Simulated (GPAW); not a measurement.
CdS, 2 atoms in the cell. The structure is cubic, space group Fm-3m (No. 225). The conventional cell has a = 5.506 Å, b = 5.506 Å, c = 5.506 Å, α = 90.00°, β = 90.00°, γ = 90.00°. Cd (site symmetry m-3m) is surrounded by 6 S at 2.75 Å. S (site symmetry m-3m) is surrounded by 6 Cd at 2.75 Å. Measurements of this composition are mostly on another form, of space group No. 186.

* Program: GPAW 26.7.0
* Task: equation of state
* Functional: LDA
* Potentials or basis: the program's PAW data sets (release 1.2.1) made for this functional
* Cutoff: 600 eV
* Basis: pw
* k mesh: 8 × 8 × 8
* Occupations: fermi-dirac, width 0.05 eV
* Spin: no spin polarisation
* Maxiter: 150
* Eos scales: [0.94, 0.96, 0.98, 1.0, 1.02, 1.04, 1.06]

Potentials or basis: the program's PAW data sets (release 1.2.1) made for this functional, pw.

Command:

```bash
$ OMP_NUM_THREADS=1 python run.py
```

Hardware: 1 thread of Arm Neoverse V2, on a shared host.

Problem. How long does it take, and how much memory?

Solution. Run time: 86 s on 1 thread of Arm Neoverse V2 (shared host), peak memory 0.23 GiB. Counts: scf iterations 63, plane waves 1363, bands 18, k points 29.
